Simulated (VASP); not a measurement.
# ZrN: optical spectrum with PBE

The system is ZrN.

```
Zr N
1.0
     0.00000    2.28750    2.28750
     2.28750    0.00000    2.28750
     2.28750    2.28750    0.00000
Zr N
1 1
Direct
  0.00000 0.00000 0.00000
  0.50000 0.50000 0.50000
```

The cell was built by a generator and isn't the measured one.

- Program: VASP 6.6.1
- Task: optical spectrum
- Functional: PBE
- Potentials or basis: VASP PAW PBE potentials, release 64 (Zr_sv, N)
- Cutoff: 520 eV
- k mesh: 28 × 28 × 28
- Occupations: fermi-dirac, width 0.05 eV
- Spin: no spin polarisation
- Further INCAR settings: ALGO = Normal; EDIFF = 1e-06; NBANDS = 40

| Item | Value |
| --- | --- |
| Pressure | 3.6 GPa |
| Band gap on the k mesh | none (metal or under the smearing width) |

Levels at points of the mesh, in eV from the Fermi level:
| k point | band 7 | band 8 | band 9 | band 10 | band 11 | band 12 |
| --- | --- | --- | --- | --- | --- | --- |
| (0.00, 0.00, 0.00) | -2.68 | -2.68 | -0.41 | -0.41 | -0.41 | 1.59 |
| (0.50, 0.00, 0.00) | -5.73 | -5.73 | 3.04 | 3.11 | 3.11 | 4.77 |
| (0.50, 0.50, 0.00) | -3.52 | -3.17 | -3.17 | 3.39 | 4.57 | 4.57 |

Dielectric function (mean over the directions given):
| energy (eV) | real part | imaginary part |
| --- | --- | --- |
| 0.26 | -19.24 | 54.74 |
| 0.71 | -1.18 | 3.55 |
| 1.22 | 4.14 | 0.74 |
| 1.73 | 5.79 | 0.61 |
| 2.25 | 6.71 | 0.57 |
| 2.76 | 7.42 | 0.81 |
| 3.27 | 8.07 | 1.40 |
| 3.79 | 8.64 | 1.98 |
| 4.24 | 9.74 | 2.76 |
| 4.75 | 10.10 | 5.07 |
| 5.26 | 8.50 | 7.01 |
| 5.78 | 7.11 | 8.13 |
| 6.29 | 5.50 | 8.57 |
| 6.80 | 4.64 | 7.97 |
| 7.32 | 3.86 | 8.14 |
| 7.83 | 2.18 | 8.52 |
| 8.28 | 1.61 | 8.09 |
| 8.79 | 0.53 | 8.44 |
| 9.31 | -0.81 | 7.83 |
| 9.82 | -2.93 | 7.10 |
| 10.33 | -2.98 | 4.40 |
| 10.85 | -2.45 | 3.94 |
| 11.36 | -3.05 | 2.53 |
| 11.88 | -1.97 | 1.45 |
| 12.32 | -1.40 | 1.17 |
| 12.84 | -0.84 | 0.94 |
| 13.35 | -0.26 | 0.82 |
| 13.86 | 0.12 | 0.89 |
| 14.38 | 0.44 | 0.95 |
| 14.89 | 0.64 | 1.23 |
| 15.41 | 0.59 | 1.32 |
| 15.92 | 0.73 | 1.47 |
| 16.37 | 0.65 | 1.79 |
| 16.88 | 0.43 | 1.65 |
| 17.40 | 0.34 | 1.67 |
| 17.91 | 0.16 | 1.54 |
| 18.42 | 0.10 | 1.44 |
| 18.94 | 0.12 | 1.22 |
| 19.45 | 0.08 | 1.16 |
| 19.96 | 0.02 | 1.01 |

Wall time 2.7 min on 1 thread of Intel(R) Xeon(R) 6975P-C (Granite Rapids) (shared host), peak memory 0.89 GiB.

Caveat: independent-particle spectra lack excitons; the intraband (Drude) part of a metal's response may be missing.
